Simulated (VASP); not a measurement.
# Li (Fm-3m) in VASP: a series of runs

Runs on Li. Level: PBE. Tasks: relaxation of cell and atoms.

Everything below comes from runs of VASP 6.6.1. Logs are shortened: lines on timing, memory, paths and dates and some standing lists are left out, and cuts for length are marked.

### Step 1. Starting point

The structure is cubic, space group Fm-3m (No. 225). The conventional cell has a = 4.404 Å, b = 4.404 Å, c = 4.404 Å, α = 90.00°, β = 90.00°, γ = 90.00°. Li (site symmetry m-3m) has 12 Li at 3.11 Å as nearest neighbours.

This isn't the form of Li at room conditions, which is bcc.

### Step 2. Relaxation of cell and atoms, PBE

File INCAR:

```
SYSTEM = Li
ALGO     = Normal         ! electronic algorithm
EDIFF    = 1E-6           ! SCF threshold, eV
EDIFFG   = -0.01          ! ionic threshold
ENCUT    = 520            ! plane-wave cutoff, eV
GGA      = PE             ! functional
IBRION   = 2              ! ionic algorithm
ISIF     = 3              ! what is computed and relaxed
ISMEAR   = 0              ! smearing method
LASPH    = .True.         ! aspherical terms in the spheres
LCHARG   = .False.        ! write CHGCAR
LREAL    = .False.        ! projectors in reciprocal space
LWAVE    = .False.        ! write WAVECAR
NELM     = 120            ! most SCF steps
NSW      = 90             ! ionic steps
PREC     = Accurate       ! precision mode
SIGMA    = 0.1            ! smearing width, eV
```

File KPOINTS:

```
k-points
0
Gamma
  17 17 17
  0 0 0
```

File POSCAR:

```
Li
1.0
    0.0000000000      2.2020000000      2.2020000000
    2.2020000000      0.0000000000      2.2020000000
    2.2020000000      2.2020000000      0.0000000000
Li
1
Direct
    0.0000000000      0.0000000000      0.0000000000
```

Potentials or basis: VASP PAW PBE potentials, release 64 (Li_sv).

The run is started by

```sh
> cat potpaw_PBE.64/Li_sv/POTCAR > POTCAR
> mpirun -np 1 vasp_std > vasp.out
```

OUTCAR:

```text
SYSTEM = Li
   EDIFF = 1E-6
   EDIFFG = -0.01
   ENCUT = 520
   GGA = PE
   IBRION = 2
   ISIF = 3
   ISMEAR = 0
   LASPH = .True.
   LREAL = .False.
   NELM = 120
   NSW = 90
   PREC = Accurate

 ion  position               nearest neighbor table
   1  0.000  0.000  0.000-

  LATTYP: Found a face centered cubic cell.
 ALAT       =     4.4040000000

  Lattice vectors:

 A1 = (   0.0000000000,   2.2020000000,   2.2020000000)
 A2 = (   2.2020000000,   0.0000000000,   2.2020000000)
 A3 = (   2.2020000000,   2.2020000000,   0.0000000000)

Analysis of symmetry for initial positions (statically):
=====================================================================
 Subroutine PRICEL returns:
 Original cell was already a primitive cell.

 Routine SETGRP: Setting up the symmetry group for a
 face centered cubic supercell.

 Subroutine GETGRP returns: Found 48 space group operations
 (whereof 48 operations were pure point group operations)
 out of a pool of 48 trial point group operations.

The static configuration has the point symmetry O_h .

Analysis of symmetry for dynamics (positions and initial velocities):
=====================================================================
 Subroutine PRICEL returns:
 Original cell was already a primitive cell.

 Routine SETGRP: Setting up the symmetry group for a
 face centered cubic supercell.

 Subroutine GETGRP returns: Found 48 space group operations
 (whereof 48 operations were pure point group operations)
 out of a pool of 48 trial point group operations.

The dynamic configuration has the point symmetry O_h .

 Subroutine INISYM returns: Found 48 space group operations
 (whereof 48 operations are pure point group operations),
 and found     1 'primitive' translations

----------------------------------------------------------------------------------------

                                     Primitive cell

  volume of cell :      21.3541

  direct lattice vectors                    reciprocal lattice vectors
     0.000000000  2.202000000  2.202000000    -0.227066303  0.227066303  0.227066303
     2.202000000  0.000000000  2.202000000     0.227066303 -0.227066303  0.227066303
     2.202000000  2.202000000  0.000000000     0.227066303  0.227066303 -0.227066303

  length of vectors
     3.114098264  3.114098264  3.114098264     0.393290374  0.393290374  0.393290374

  position of ions in fractional coordinates (direct lattice)
     0.000000000  0.000000000  0.000000000

  ion indices of the primitive-cell ions
   primitive index   ion index
                 1           1

----------------------------------------------------------------------------------------

 KPOINTS: k-points

Automatic generation of k-mesh.
 Grid dimensions read from file:
 generate k-points for:   17   17   17

 Generating k-lattice:

  Cartesian coordinates                     Fractional coordinates (reciprocal lattice)
    -0.013356841  0.013356841  0.013356841     0.058823529  0.000000000  0.000000000
     0.013356841 -0.013356841  0.013356841     0.000000000  0.058823529  0.000000000
     0.013356841  0.013356841 -0.013356841     0.000000000  0.000000000  0.058823529

  Length of vectors
     0.023134728  0.023134728  0.023134728

  Shift w.r.t. Gamma in fractional coordinates (k-lattice)
     0.000000000  0.000000000  0.000000000

 Subroutine IBZKPT returns following result:
 ===========================================

 Found    165 irreducible k-points:

 Following reciprocal coordinates:
            Coordinates               Weight
  0.000000  0.000000  0.000000      1.000000
  0.058824  0.000000  0.000000      8.000000
  0.117647  0.000000  0.000000      8.000000
  0.176471  0.000000  0.000000      8.000000
  0.235294  0.000000  0.000000      8.000000
  0.294118  0.000000  0.000000      8.000000
[... 16 lines left out ...]
 -0.176471  0.058824  0.000000     24.000000
 -0.117647  0.058824  0.000000     24.000000
 [... further k-points ...]
   k-points           NKPTS =    165   k-points in BZ     NKDIM =    165   number of bands    NBANDS=      5
   number of dos      NEDOS =    301   number of ions     NIONS =      1
   total plane-waves  NPLWV =  13824
   dimension x,y,z NGX =    24 NGY =   24 NGZ =   24
   dimension x,y,z NGXF=    48 NGYF=   48 NGZF=   48
   ions per type =               1
   NGX,Y,Z   is equivalent  to a cutoff of  12.81, 12.81, 12.81 a.u.
   NGXF,Y,Z  is equivalent  to a cutoff of  25.62, 25.62, 25.62 a.u.
 SYSTEM =  Li
   PREC   = accura    normal or accurate (medium, high low for compatibility)
   ISTART =      0    job   : 0-new  1-cont  2-samecut
   ICHARG =      2    charge: 1-file 2-atom 10-const
   ISPIN  =      1    spin polarized calculation?
   LNONCOLLINEAR =      F non collinear calculations
   LSORBIT =      F    spin-orbit coupling
   LASPH  =      T    aspherical Exc in radial PAW
   ENCUT  =  520.0 eV  38.22 Ry    6.18 a.u.   5.79  5.79  5.79*2*pi/ulx,y,z
   NELM   =    120;   NELMIN=  2; NELMDL= -5     # of ELM steps
   EDIFF  = 0.1E-05   stopping-criterion for ELM
   LREAL  =      F    real-space projection
   EDIFFG = -.1E-01   stopping-criterion for IOM
   NSW    =     90    number of steps for IOM
   IBRION =      2    ionic relax: 0-MD 1-quasi-New 2-CG
   NFREE  =      1    steps in history (QN), initial steepest desc. (CG)
   ISIF   =      3    stress and relaxation
   ISYM   =      2    0-nonsym 1-usesym 2-fastsym
   POTIM  = 0.5000    time-step for ionic-motion
   TEBEG  =    0.0;   TEEND  =   0.0 temperature during run
   PSTRESS=    0.0 pullay stress
   NELECT =       3.0000    total number of electrons
   NUPDOWN=      -1.0000    fix difference up-down
   EMIN   =  10.00;   EMAX   =-10.00  energy-range for DOS
   EFERMI =   0.00;   METHOD = LEGACY
   ISMEAR =     0;   SIGMA  =   0.10  broadening in eV -4-tet -1-fermi 0-gaus
   EFERMI_NEDOS =   21; number of points for ismear=-14 and -15
   IALGO  =     38    algorithm
   IMIX   =      4    mixing-type and parameters
     AMIX     =   0.40;   BMIX     =  1.00
     AMIX_MAG =   1.60;   BMIX_MAG =  1.00
  volume/ion in A,a.u.               =      21.35       144.10
  Fermi-wavevector in a.u.,A,eV,Ry     =   0.851049  1.608250  9.854489  0.724285
  Thomas-Fermi vector in A             =   1.967122
   LORBIT       =      0    0 simple, 1 ext, 2 COOP (PROOUT), +10 PAW based schemes
   GGA     = PE    functional components
   LHFCALC =     F    Hartree Fock is set to
   AEXX    =    0.0000 exact exchange contribution
   IVDW    =     0    specifies the selected vdW correction
   LEPSILON=     F    determine dielectric tensor
   LRPA    =     F    only Hartree local field effects (RPA)
 conjugate gradient relaxation of ions
 non-spin polarized calculation
 Gauss-broadening in eV      SIGMA  =   0.10
  energy-cutoff  :      520.00
  volume of cell :       21.35
 maximum number of plane-waves:       589
   NGX = 11   NGY = 11   NGZ = 11

--------------------------------------- Ionic step        1  -------------------------------------------

 number of electron       3.0000005 magnetization

 Free energy of the ion-electron system (eV)
  ---------------------------------------------------
  ext. energy  EPLUGINS =         0.00000000
  ---------------------------------------------------
  free energy    TOTEN  =        -1.90388956 eV

  energy without entropy =       -1.90086712  energy(sigma->0) =       -1.90237834

------------------------ aborting loop because EDIFF is reached ----------------------------------------

  FORCE on cell =-STRESS in cart. coord.  units (eV):
  Direction    XX          YY          ZZ          XY          YZ          ZX
  --------------------------------------------------------------------------------------
  -------------------------------------------------------------------------------------
  Total       -0.0978598     -0.0978598     -0.0978598     -0.0000000     -0.0000000      0.0000000
  in kB       -7.3423163     -7.3423163     -7.3423163     -0.0000000     -0.0000000      0.0000000
  external PRESSURE =      -7.3423163 kB  Pullay stress =       0.0000000 kB
[... 55 lines left out ...]
  energy  without entropy=       -1.9020652403  energy(sigma->0) =       -1.90358128

--------------------------------------- Ionic step        3  -------------------------------------------

 number of electron       2.9999995 magnetization

 Free energy of the ion-electron system (eV)
  ---------------------------------------------------
  ext. energy  EPLUGINS =         0.00000000
  ---------------------------------------------------
  free energy    TOTEN  =        -1.90660728 eV

  energy without entropy =       -1.90354137  energy(sigma->0) =       -1.90507432

 E-fermi :   0.6276     XC(G=0):  -7.0533

 val. band max:        0.6256998554   @ k =  -0.2353   0.2941   0.1176
 cond. band min:       0.6397511710   @ k =  -0.3529   0.1765   0.0588
 fundamental gap:      0.0140513157
 Fermi energy:         0.6275573195

 k-point     1 :       0.0000    0.0000    0.0000
  band No.  band energies     occupation
      1     -45.8857      2.00000
      2      -2.9302      2.00000
      3      15.0228      0.00000
      4      15.0229      0.00000
      5      15.0229      0.00000

 k-point     2 :       0.0588    0.0000    0.0000
  band No.  band energies     occupation
      1     -45.8851      2.00000
      2      -2.8683      2.00000
      3      14.3242      0.00000
      4      14.8772      0.00000
      5      14.8772      0.00000
[... 169 lines left out ...]
 k-point    24 :      -0.1176    0.0588    0.0000
  band No.  band energies     occupation
      1     -45.8821      2.00000
      2      -2.5377      2.00000
      3      12.0954      0.00000
      4      13.3933      0.00000
      5      14.9919      0.00000

 [... further k-points ...]

------------------------ aborting loop because EDIFF is reached ----------------------------------------

  FORCE on cell =-STRESS in cart. coord.  units (eV):
  Direction    XX          YY          ZZ          XY          YZ          ZX
  --------------------------------------------------------------------------------------
  -------------------------------------------------------------------------------------
  Total        0.0006719      0.0006719      0.0006719     -0.0000000      0.0000000      0.0000000
  in kB        0.0533055      0.0533055      0.0533055     -0.0000000      0.0000000      0.0000000
  external PRESSURE =       0.0533055 kB  Pullay stress =       0.0000000 kB
[... 16 lines left out ...]
  FREE ENERGIE OF THE ION-ELECTRON SYSTEM (eV)
  ---------------------------------------------------
  free  energy   TOTEN  =        -1.9066072808 eV

  energy  without entropy=       -1.9035413691  energy(sigma->0) =       -1.90507432

 reached required accuracy - stopping structural energy minimisation
```

Run time: 12 s. Hardware: 1 thread of Intel Xeon Platinum 8488C (Sapphire Rapids), shared host; peak memory 0.13 GiB.

The run converged, but some of its settings lie outside the range that counts as converged, so its numbers aren't taken as properties of the crystal.

Results:

- Free energy: -1.9066 eV
- Relaxed volume: 20.20 Å³/atom
- Relaxed cell: a = 3.057 Å, b = 3.057 Å, c = 3.057 Å, α = 60.00°, β = 60.00°, γ = 60.00°
- Space group after relaxing (to 0.05 Å): Fm-3m (No. 225)
- Energy gained by relaxing: 2.7 meV/atom
- Ionic steps: 3
- Band gap on the k mesh: none (metal or under the smearing width)

Caveat: the cutoff is under 1.25 times the usual one of these potentials, so pressure, stress and relaxed cells hold a basis-set (Pulay) error.

### Step 3. Relaxation of cell and atoms, PBE

This run uses another cell than the first one, of 20.20 Å³/atom, 0.946 times its volume.

Changes to INCAR since step 2:

```diff
@@ -2,4 +2,4 @@
 ALGO     = Normal         ! electronic algorithm
-EDIFF    = 1E-6           ! SCF threshold, eV
-EDIFFG   = -0.01          ! ionic threshold
+EDIFF    = 1E-7           ! SCF threshold, eV
+EDIFFG   = -0.005         ! ionic threshold
 ENCUT    = 520            ! plane-wave cutoff, eV
@@ -14,3 +14,4 @@
 NELM     = 120            ! most SCF steps
-NSW      = 90             ! ionic steps
+NSW      = 60             ! ionic steps
+POTIM    = 0.3            ! step
 PREC     = Accurate       ! precision mode
```

KPOINTS is that of step 2.

File POSCAR:

```
Li                                      
1.0
   -0.0000000000      2.1614387869      2.1614387869
    2.1614387869     -0.0000000000      2.1614387869
    2.1614387869      2.1614387869     -0.0000000000
  Li            
     1
Direct
     0.0000000000000000    0.0000000000000000    0.0000000000000000
```

Potentials or basis: VASP PAW PBE potentials, release 64 (Li_sv).

The run is started by

```sh
> cat potpaw_PBE.64/Li_sv/POTCAR > POTCAR
> mpirun -np 1 vasp_std > vasp.out
```

OUTCAR:

```text
SYSTEM = Li
   EDIFF = 1E-7
   EDIFFG = -0.005
   ENCUT = 520
   GGA = PE
   IBRION = 2
   ISIF = 3
   ISMEAR = 0
   LASPH = .True.
   LREAL = .False.
   NELM = 120
   NSW = 60
   POTIM = 0.3
   PREC = Accurate

 ion  position               nearest neighbor table
   1  0.000  0.000  0.000-

  LATTYP: Found a face centered cubic cell.
 ALAT       =     4.3228775738

  Lattice vectors:

 A1 = (   0.0000000000,   2.1614387869,   2.1614387869)
 A2 = (   2.1614387869,   0.0000000000,   2.1614387869)
 A3 = (   2.1614387869,   2.1614387869,   0.0000000000)

Analysis of symmetry for initial positions (statically):
=====================================================================
 Subroutine PRICEL returns:
 Original cell was already a primitive cell.

 Routine SETGRP: Setting up the symmetry group for a
 face centered cubic supercell.

 Subroutine GETGRP returns: Found 48 space group operations
 (whereof 48 operations were pure point group operations)
 out of a pool of 48 trial point group operations.

The static configuration has the point symmetry O_h .

Analysis of symmetry for dynamics (positions and initial velocities):
=====================================================================
 Subroutine PRICEL returns:
 Original cell was already a primitive cell.

 Routine SETGRP: Setting up the symmetry group for a
 face centered cubic supercell.

 Subroutine GETGRP returns: Found 48 space group operations
 (whereof 48 operations were pure point group operations)
 out of a pool of 48 trial point group operations.

The dynamic configuration has the point symmetry O_h .

 Subroutine INISYM returns: Found 48 space group operations
 (whereof 48 operations are pure point group operations),
 and found     1 'primitive' translations

----------------------------------------------------------------------------------------

[... 109 lines left out ...]
     AMIX     =   0.40;   BMIX     =  1.00
     AMIX_MAG =   1.60;   BMIX_MAG =  1.00
  volume/ion in A,a.u.               =      20.20       136.29
  Fermi-wavevector in a.u.,A,eV,Ry     =   0.867020  1.638430 10.227815  0.751723
  Thomas-Fermi vector in A             =   1.985493
   LORBIT       =      0    0 simple, 1 ext, 2 COOP (PROOUT), +10 PAW based schemes
   GGA     = PE    functional components
   LHFCALC =     F    Hartree Fock is set to
   AEXX    =    0.0000 exact exchange contribution
   IVDW    =     0    specifies the selected vdW correction
   LEPSILON=     F    determine dielectric tensor
   LRPA    =     F    only Hartree local field effects (RPA)
 conjugate gradient relaxation of ions
 non-spin polarized calculation
 Gauss-broadening in eV      SIGMA  =   0.10
  energy-cutoff  :      520.00
  volume of cell :       20.20
 maximum number of plane-waves:       556
   NGX = 11   NGY = 11   NGZ = 11

 number of electron       2.9999995 magnetization

 Free energy of the ion-electron system (eV)
  ---------------------------------------------------
  ext. energy  EPLUGINS =         0.00000000
  ---------------------------------------------------
  free energy    TOTEN  =        -1.90599489 eV

  energy without entropy =       -1.90292846  energy(sigma->0) =       -1.90446167

 E-fermi :   0.6279     XC(G=0):  -7.0531

 val. band max:        0.6260100585   @ k =  -0.2353   0.2941   0.1176
 cond. band min:       0.6400457988   @ k =  -0.3529   0.1765   0.0588
 fundamental gap:      0.0140357404
 Fermi energy:         0.6278585366

 k-point     1 :       0.0000    0.0000    0.0000
  band No.  band energies     occupation
      1     -45.8862      2.00000
      2      -2.9300      2.00000
      3      15.0232      0.00000
      4      15.0233      0.00000
      5      15.0233      0.00000
[... 177 lines left out ...]
 k-point    24 :      -0.1176    0.0588    0.0000
  band No.  band energies     occupation
      1     -45.8826      2.00000
      2      -2.5373      2.00000
      3      12.0958      0.00000
      4      13.3937      0.00000
      5      14.9924      0.00000

 [... further k-points ...]

------------------------ aborting loop because EDIFF is reached ----------------------------------------

  FORCE on cell =-STRESS in cart. coord.  units (eV):
  Direction    XX          YY          ZZ          XY          YZ          ZX
  --------------------------------------------------------------------------------------
  -------------------------------------------------------------------------------------
  Total       -0.0043123     -0.0043123     -0.0043123      0.0000000     -0.0000000      0.0000000
  in kB       -0.3421069     -0.3421069     -0.3421069      0.0000000     -0.0000000      0.0000000
  external PRESSURE =      -0.3421069 kB  Pullay stress =       0.0000000 kB

 VOLUME and BASIS-vectors are now :
 -----------------------------------------------------------------------------
  energy-cutoff  :      520.00
  volume of cell :       20.20
      direct lattice vectors                 reciprocal lattice vectors
     0.000000000  2.161438787  2.161438787    -0.231327393  0.231327393  0.231327393
     2.161438787  0.000000000  2.161438787     0.231327393 -0.231327393  0.231327393
     2.161438787  2.161438787  0.000000000     0.231327393  0.231327393 -0.231327393

 POSITION                                       TOTAL-FORCE (eV/Angst)
 -----------------------------------------------------------------------------------
      0.00000      0.00000      0.00000         0.000000      0.000000      0.000000
 -----------------------------------------------------------------------------------
    total drift:                                0.000000      0.000000     -0.000000

  FREE ENERGIE OF THE ION-ELECTRON SYSTEM (eV)
  ---------------------------------------------------
  free  energy   TOTEN  =        -1.9059948929 eV

  energy  without entropy=       -1.9029284552  energy(sigma->0) =       -1.90446167

 reached required accuracy - stopping structural energy minimisation
```

CONTCAR:

```text
Li
   1.00000000000000
     0.0000000000000000    2.1614387868999998    2.1614387868999998
     2.1614387868999998    0.0000000000000000    2.1614387868999998
     2.1614387868999998    2.1614387868999998    0.0000000000000000
  Li
     1
Direct
     0.0000000000000000    0.0000000000000000    0.0000000000000000

  0.00000000E+00  0.00000000E+00  0.00000000E+00
```

Wall time 6.3 s (1 thread of Intel Xeon Platinum 8488C (Sapphire Rapids), shared host); peak memory 0.13 GiB.

These settings aren't checked as converged: the numbers below hold their error.

Results:

| Property | Result |
| --- | --- |
| Free energy | -1.9060 eV |
| Band gap on the k mesh | none (metal or under the smearing width) |

Caveat: the cutoff is under 1.25 times the usual one of these potentials, so pressure, stress and relaxed cells hold a basis-set (Pulay) error; the relaxation stopped at its first step, so nothing moved.
